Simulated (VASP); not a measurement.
# AgCl (Pm-3m) in VASP: notebook

One crystal, AgCl, is run at these levels: PBEsol, RPBE+U; tasks: G0W0 quasiparticle levels, evGW0 quasiparticle levels, density of states, band structure.

All numbers are computed with VASP 6.6.1; they aren't measurements. Logs are shortened: lines on timing, memory, paths and dates and some standing lists are left out, and cuts for length are marked.

## Step 1: The structure

Symmetry: Pm-3m, No. 221, cubic system. Conventional cell: a = 3.434 Å, b = 3.434 Å, c = 3.434 Å, α = 90.00°, β = 90.00°, γ = 90.00°. Ag (site symmetry m-3m) has 8 Cl at 2.97 Å as nearest neighbours. Cl (site symmetry m-3m) is surrounded by 8 Ag at 2.97 Å.

Measurements of this composition are mostly on another form, of space group No. 225.

## Step 2: G0W0 quasiparticle levels, PBEsol

File POSCAR:

```
AgCl
1.0
    3.4339730000      0.0000000000      0.0000000000
    0.0000000000      3.4339730000      0.0000000000
    0.0000000000      0.0000000000      3.4339730000
Ag Cl
1 1
Direct
    0.0000000000      0.0000000000      0.0000000000
    0.5000000000      0.5000000000      0.5000000000
```

File INCAR.step1:

```
SYSTEM = AgCl
PREC     = Accurate       ! precision mode
ENCUT    = 450            ! plane-wave cutoff, eV
EDIFF    = 1E-8           ! SCF threshold, eV
ISMEAR   = 0              ! smearing method
SIGMA    = 0.01           ! smearing width, eV
LREAL    = .False.        ! projectors in reciprocal space
LASPH    = .True.         ! aspherical terms in the spheres
NELM     = 60             ! most SCF steps
ALGO     = Normal         ! electronic algorithm
LWAVE    = .True.         ! write WAVECAR
LCHARG   = .False.        ! write CHGCAR
GGA      = PS             ! functional
```

File INCAR.step2:

```
SYSTEM = AgCl
PREC     = Accurate       ! precision mode
ENCUT    = 450            ! plane-wave cutoff, eV
EDIFF    = 1E-8           ! SCF threshold, eV
ISMEAR   = 0              ! smearing method
SIGMA    = 0.01           ! smearing width, eV
LREAL    = .False.        ! projectors in reciprocal space
LASPH    = .True.         ! aspherical terms in the spheres
NELM     = 1              ! most SCF steps
ALGO     = Exact          ! electronic algorithm
LWAVE    = .True.         ! write WAVECAR
LCHARG   = .False.        ! write CHGCAR
GGA      = PS             ! functional
NBANDS   = 62             ! bands
LOPTICS  = .True.         ! frequency-dependent dielectric function
ISTART   = 1
```

File INCAR.step3:

```
SYSTEM = AgCl
PREC     = Accurate       ! precision mode
ENCUT    = 450            ! plane-wave cutoff, eV
EDIFF    = 1E-8           ! SCF threshold, eV
ISMEAR   = 0              ! smearing method
SIGMA    = 0.01           ! smearing width, eV
LREAL    = .False.        ! projectors in reciprocal space
LASPH    = .True.         ! aspherical terms in the spheres
ALGO     = EVGW0          ! electronic algorithm
LWAVE    = .True.         ! write WAVECAR
LCHARG   = .False.        ! write CHGCAR
GGA      = PS             ! functional
NELMGW   = 1            
NBANDS   = 62             ! bands
ENCUTGW  = 100            ! cutoff of the response function
NOMEGA   = 64             ! frequency points
PRECFOCK = Fast         
ISTART   = 1            
NBANDSGW = 17
```

File INCAR.step4:

```
SYSTEM = AgCl
PREC     = Accurate       ! precision mode
ENCUT    = 450            ! plane-wave cutoff, eV
EDIFF    = 1E-8           ! SCF threshold, eV
ISMEAR   = 0              ! smearing method
SIGMA    = 0.01           ! smearing width, eV
LREAL    = .False.        ! projectors in reciprocal space
LASPH    = .True.         ! aspherical terms in the spheres
ALGO     = BSE            ! electronic algorithm
LWAVE    = .False.        ! write WAVECAR
LCHARG   = .False.        ! write CHGCAR
GGA      = PS             ! functional
NBANDS   = 62             ! bands
ENCUTGW  = 100            ! cutoff of the response function
NBANDSO  = 4            
NBANDSV  = 4            
ANTIRES  = 0            
OMEGAMAX = 20           
PRECFOCK = Fast         
ISTART   = 1            
NBSEEIG  = 10
```

File KPOINTS:

```
Automatic mesh
0
Gamma
  4 4 4
  0 0 0
```

Potentials or basis: VASP PAW PBE potentials, release 64 (Ag_GW, Cl_GW).

The run is started by

```console
> cat potpaw_PBE.64/Ag_GW/POTCAR potpaw_PBE.64/Cl_GW/POTCAR > POTCAR
> cp INCAR.step1 INCAR
> mpirun -np 1 vasp_std > vasp.out
> cp INCAR.step2 INCAR
> mpirun -np 1 vasp_std > vasp.out
> cp INCAR.step3 INCAR
> mpirun -np 1 vasp_std > vasp.out
> cp INCAR.step4 INCAR
> mpirun -np 1 vasp_std > vasp.out
```

OUTCAR:

```text
SYSTEM = AgCl
   PREC = Accurate
   ENCUT = 450
   EDIFF = 1E-8
   ISMEAR = 0
   LREAL = .False.
   LASPH = .True.
   GGA = PS
   ENCUTGW = 100
   PRECFOCK = Fast
   ISTART = 1

 ion  position               nearest neighbor table
   1  0.000  0.000  0.000-
   2  0.500  0.500  0.500-

  LATTYP: Found a simple cubic cell.
 ALAT       =     3.4339730000

  Lattice vectors:

 A1 = (   3.4339730000,   0.0000000000,   0.0000000000)
 A2 = (   0.0000000000,   3.4339730000,   0.0000000000)
 A3 = (   0.0000000000,   0.0000000000,   3.4339730000)

Analysis of symmetry for initial positions (statically):
=====================================================================
 Subroutine PRICEL returns:
 Original cell was already a primitive cell.

 Routine SETGRP: Setting up the symmetry group for a
 simple cubic supercell.

 Subroutine GETGRP returns: Found 48 space group operations
 (whereof 48 operations were pure point group operations)
 out of a pool of 48 trial point group operations.

The static configuration has the point symmetry O_h .

Analysis of symmetry for dynamics (positions and initial velocities):
=====================================================================
 Subroutine PRICEL returns:
 Original cell was already a primitive cell.

 Routine SETGRP: Setting up the symmetry group for a
 simple cubic supercell.

 Subroutine GETGRP returns: Found 48 space group operations
 (whereof 48 operations were pure point group operations)
 out of a pool of 48 trial point group operations.

The dynamic configuration has the point symmetry O_h .

 Subroutine INISYM returns: Found 48 space group operations
 (whereof 48 operations are pure point group operations),
 and found     1 'primitive' translations

----------------------------------------------------------------------------------------

                                     Primitive cell

  volume of cell :      40.4940

  direct lattice vectors                    reciprocal lattice vectors
     3.433973000  0.000000000  0.000000000     0.291207881  0.000000000  0.000000000
     0.000000000  3.433973000  0.000000000     0.000000000  0.291207881  0.000000000
     0.000000000  0.000000000  3.433973000     0.000000000  0.000000000  0.291207881

  length of vectors
     3.433973000  3.433973000  3.433973000     0.291207881  0.291207881  0.291207881

  position of ions in fractional coordinates (direct lattice)
     0.000000000  0.000000000  0.000000000
     0.500000000  0.500000000  0.500000000

  ion indices of the primitive-cell ions
   primitive index   ion index
                 1           1
                 2           2

----------------------------------------------------------------------------------------

 KPOINTS: Automatic mesh

Automatic generation of k-mesh.
 Grid dimensions read from file:
 generate k-points for:    4    4    4

 Generating k-lattice:

  Cartesian coordinates                     Fractional coordinates (reciprocal lattice)
     0.072801970  0.000000000  0.000000000     0.250000000  0.000000000  0.000000000
     0.000000000  0.072801970  0.000000000     0.000000000  0.250000000  0.000000000
     0.000000000  0.000000000  0.072801970     0.000000000  0.000000000  0.250000000

  Length of vectors
     0.072801970  0.072801970  0.072801970

  Shift w.r.t. Gamma in fractional coordinates (k-lattice)
     0.000000000  0.000000000  0.000000000

 Subroutine IBZKPT returns following result:
 ===========================================

 Found     10 irreducible k-points:

 Following reciprocal coordinates:
            Coordinates               Weight
  0.000000  0.000000  0.000000      1.000000
  0.250000  0.000000  0.000000      6.000000
  0.500000  0.000000  0.000000      3.000000
  0.250000  0.250000  0.000000     12.000000
  0.500000  0.250000  0.000000     12.000000
  0.500000  0.500000  0.000000      3.000000
  0.250000  0.250000  0.250000      8.000000
  0.500000  0.250000  0.250000     12.000000
  0.500000  0.500000  0.250000      6.000000
  0.500000  0.500000  0.500000      1.000000
   k-points           NKPTS =     10   k-points in BZ     NKDIM =     64   number of bands    NBANDS=     62
   number of dos      NEDOS =    301   number of ions     NIONS =      2
   total plane-waves  NPLWV =  13824
   dimension x,y,z NGX =    24 NGY =   24 NGZ =   24
   dimension x,y,z NGXF=    48 NGYF=   48 NGZF=   48
   ions per type =               1   1
   NGX,Y,Z   is equivalent  to a cutoff of  11.62, 11.62, 11.62 a.u.
   NGXF,Y,Z  is equivalent  to a cutoff of  23.24, 23.24, 23.24 a.u.
 SYSTEM =  AgCl
   PREC   = accura    normal or accurate (medium, high low for compatibility)
   ISTART =      1    job   : 0-new  1-cont  2-samecut
   ICHARG =      0    charge: 1-file 2-atom 10-const
   ISPIN  =      1    spin polarized calculation?
   LNONCOLLINEAR =      F non collinear calculations
   LSORBIT =      F    spin-orbit coupling
   LASPH  =      T    aspherical Exc in radial PAW
   ENCUT  =  450.0 eV  33.07 Ry    5.75 a.u.   5.94  5.94  5.94*2*pi/ulx,y,z
   NELM   =     60;   NELMIN=  2; NELMDL=  0     # of ELM steps
   EDIFF  = 0.1E-07   stopping-criterion for ELM
   LREAL  =      F    real-space projection
   EDIFFG = 0.1E-06   stopping-criterion for IOM
   NSW    =      0    number of steps for IOM
   IBRION =     -1    ionic relax: 0-MD 1-quasi-New 2-CG
   NFREE  =      0    steps in history (QN), initial steepest desc. (CG)
   ISIF   =      0    stress and relaxation
   ISYM   =      3    0-nonsym 1-usesym 2-fastsym
   POTIM  = 0.5000    time-step for ionic-motion
   TEBEG  =    0.0;   TEEND  =   0.0 temperature during run
   PSTRESS=    0.0 pullay stress
   NELECT =      18.0000    total number of electrons
   NUPDOWN=      -1.0000    fix difference up-down
   EMIN   =  10.00;   EMAX   =-10.00  energy-range for DOS
   EFERMI =   0.00;   METHOD = LEGACY
   ISMEAR =     0;   SIGMA  =   0.01  broadening in eV -4-tet -1-fermi 0-gaus
   EFERMI_NEDOS =   21; number of points for ismear=-14 and -15
   IALGO  =     38    algorithm
   IMIX   =      4    mixing-type and parameters
     AMIX     =   0.40;   BMIX     =  1.00
     AMIX_MAG =   1.60;   BMIX_MAG =  1.00
  volume/ion in A,a.u.               =      20.25       136.63
  Fermi-wavevector in a.u.,A,eV,Ry     =   1.249402  2.361027 21.238760  1.561005
  Thomas-Fermi vector in A             =   2.383444
   LORBIT       =      0    0 simple, 1 ext, 2 COOP (PROOUT), +10 PAW based schemes
   GGA     = PS    functional components
   LHFCALC =     T    Hartree Fock is set to
   PRECFOCK=fast      Normal, Fast or Accurate (Low or Medium for compatibility)
   ENCUT4O =  -1.0   cutoff for four orbital integrals eV
   NKREDX  =     1    reduce k-point grid by
   NKREDY  =     1    reduce k-point grid by
   NKREDZ  =     1    reduce k-point grid by
   AEXX    =    1.0000 exact exchange contribution
   HFSCREEN=    0.0000 screening length (either q_TF or 0.3 A-1)
   HFSCREENC=   0.0000 screening length for correlation (either q_TF or 0.3 A-1)
   ENCUTFOCK=  -1.0 apply spherical cutoff to Coloumb kernel
   IVDW    =     0    specifies the selected vdW correction
   LEPSILON=     F    determine dielectric tensor
   LRPA    =     F    only Hartree local field effects (RPA)
   LRPAFORCE           =     F    calculate RPA forces
   ENCUTGW             = 100.0    cutoff for response function in eV
   ENCUTGWSOFT         =  80.0    soft cutoff for Coulomb kernel in GW response function in eV
   ENCUTLF             =  -1.0    cutoff for local field effects
   NELMGW              =     1    number of iterations in solving QP/BSE equation
   NELMHF              =     1    number of iterations in the inner HF iteration
   NKREDLFX            =     1    NKREDLFY  =   1   NKREDLFZ  =   1
 non-spin polarized calculation
 Gauss-broadening in eV      SIGMA  =   0.01
  energy-cutoff  :      450.00
  volume of cell :       40.49
 maximum number of plane-waves:       912
 NGX is ok and might be reduce to    24
  NGX = 14; NGY = 14; NGZ = 14
   NGX = 11   NGY = 11   NGZ = 11
 maximum number of plane-waves:       100
 NGX is ok and might be reduce to    14

 BSE (scaLAPACK) attempting allocation of   0.017 Gbyte  rank=   1020
```

Wall time 93 s (1 thread of AMD EPYC 9R45 (Zen 5), shared host); peak memory 0.32 GiB.

Results:

```yaml
Band_gap_on_the_k_mesh_mean-field_level: 0.39 eV, indirect (least direct gap 1.91 eV)
Quasiparticle_gap: 1.60 eV
Least_direct_quasiparticle_gap: 2.91 eV
```

Levels at points of the mesh, in eV from the valence-band top:
```tsv
k point	band 6	band 7	band 8	band 9	band 10	band 11	band 12	band 13
(0.00, 0.00, 0.00)	-1.82	-1.52	-1.52	-1.52	0.39	9.17	9.17	13.36
(0.50, 0.00, 0.00)	-1.77	-1.46	0.00	0.00	4.70	5.41	9.13	9.76
(0.50, 0.50, 0.00)	-2.12	-2.12	-1.52	-0.87	2.64	8.77	8.77	10.34
(0.50, 0.50, 0.50)	-1.50	-0.19	-0.19	-0.19	4.58	4.58	4.58	6.60
```

Dielectric function (mean over the directions given):
| energy (eV) | real part | imaginary part |
| --- | --- | --- |
| 0.32 | 5.74 | 0.02 |
| 0.80 | 5.94 | 0.06 |
| 1.28 | 6.39 | 0.14 |
| 1.76 | 7.42 | 0.34 |
| 2.32 | 12.40 | 3.49 |
| 2.80 | 1.57 | 2.07 |
| 3.28 | 6.90 | 1.21 |
| 3.76 | 9.26 | 21.98 |
| 4.32 | 0.85 | 1.11 |
| 4.80 | 5.55 | 1.91 |
| 5.29 | 7.89 | 3.78 |
| 5.85 | -3.56 | 4.71 |
| 6.33 | 1.68 | 1.57 |
| 6.81 | 1.15 | 1.23 |
| 7.29 | 3.93 | 3.10 |
| 7.85 | -6.27 | 6.31 |
| 8.33 | -1.49 | 0.90 |
| 8.81 | 2.34 | 2.12 |
| 9.37 | -3.14 | 1.92 |
| 9.85 | -0.05 | 0.90 |
| 10.33 | -2.15 | 1.63 |
| 10.81 | -0.28 | 2.15 |
| 11.37 | 0.09 | 0.55 |
| 11.85 | -0.10 | 2.83 |
| 12.33 | -1.42 | 1.12 |
| 12.89 | -0.60 | 1.04 |
| 13.37 | -0.55 | 0.31 |
| 13.85 | -0.46 | 0.15 |
| 14.33 | -0.08 | 0.08 |
| 14.89 | -0.03 | 0.12 |
| 15.38 | 0.47 | 0.38 |
| 15.86 | -0.12 | 0.09 |
| 16.42 | 0.12 | 0.03 |
| 16.90 | 0.22 | 0.02 |
| 17.38 | 0.30 | 0.01 |
| 17.86 | 0.36 | 0.01 |
| 18.42 | 0.41 | 0.01 |
| 18.90 | 0.45 | 0.01 |
| 19.38 | 0.49 | 0.01 |
| 19.94 | 0.53 | 0.01 |

Lowest excitation energies (eV) and strengths:
```
energy  strength
 2.519      11.7
 2.519      11.7
 2.519      11.7
 3.582         0
 3.781         0
 3.782         0
 3.789      16.6
 3.789      16.6
 3.789      16.6
 3.823         0
```

Caveat: the k mesh is coarse (spacing up to 0.46 Å⁻¹), so the values aren't converged; bands, screening cutoff and mesh are small and nothing is extrapolated, so the quasiparticle values aren't converged; spectra need much finer meshes, so this one isn't converged.

[end of part 1 of 2]
